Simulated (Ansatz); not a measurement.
**Structures of CrO₂: which is lowest?**

Plane-wave DFT in Ansatz with scalar-relativistic PAW potentials, cutoff 420 eV, Γ-centred meshes chosen by cell and gap, Gaussian smearing with energies taken to zero width. Every cell was relaxed (cell and atoms) in a run of its own, within the symmetry of its start. Functional: PBE+D3(BJ).

Relaxed structures (starts from databases or built by putting these elements on another compound's sites):
A. P6_3/mmc, 6 atoms in the computed cell, a = 2.610 Å, c = 9.952 Å; sites (symmetry × multiplicity) Cr -6m2 × 2, O 3m. × 4; start: built
B. P-6m2, 3 atoms in the computed cell, a = 2.611 Å, c = 12.418 Å; sites (symmetry × multiplicity) O 3m. × 2, Cr -6m2 × 1; start: built
C. P-6m2, 3 atoms in the computed cell, a = 2.609 Å, c = 5.263 Å; sites (symmetry × multiplicity) Cr -6m2 × 1, O 3m. × 2; start: built

**Question.** Rank them by energy. Could pressure change the order?

**Answer.**
| structure | group | E − E(lowest) (meV/atom) | V (Å³/atom) | gap on mesh (eV) |
| --- | --- | --- | --- | --- |
| A | P6_3/mmc | 0.0 | 9.78 | 0.17 |
| C | P-6m2 | 7.6 | 10.34 | 0.21 |
| B | P-6m2 | 42 | 24.44 | 0.45 |

A is lowest, 8 meV/atom under C. The lowest is also the densest of these, so pressure wouldn't bring one of the others in at first order. Other structures may lie lower than all of these, and vibrations aren't counted.